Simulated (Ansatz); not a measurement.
**Structures of HfSi: which is lowest?**

Plane-wave DFT in Ansatz with scalar-relativistic PAW potentials, cutoff 420 eV, Γ-centred meshes chosen by cell and gap, Gaussian smearing with energies taken to zero width. Every cell was relaxed (cell and atoms) in a run of its own, within the symmetry of its start. Functional: PBEsol.

Relaxed structures (starts from databases or built by putting these elements on another compound's sites):
A. Cmmm, 8 atoms in the computed cell, a = 3.852 Å, b = 4.641 Å, c = 3.805 Å; sites (symmetry × multiplicity) Hf mmm × 2, Si mmm × 2; start: built
B. Pnma, 8 atoms in the computed cell, a = 6.822 Å, b = 3.760 Å, c = 5.202 Å; sites (symmetry × multiplicity) Hf .m. × 4, Si .m. × 4; start: database

Q: Rank them by energy. Could pressure change the order?

A:
| structure | group | E − E(lowest) (meV/atom) | V (Å³/atom) | gap on mesh (eV) |
| --- | --- | --- | --- | --- |
| B | Pnma | 0.0 | 16.68 | 0.00 |
| A | Cmmm | 365 | 17.01 | 0.00 |

B is lowest, 365 meV/atom under A. The lowest is also the densest of these, so pressure wouldn't bring one of the others in at first order. Other structures may lie lower than all of these, and vibrations aren't counted.

Spin-orbit coupling is left out, which matters for the bands of heavy elements.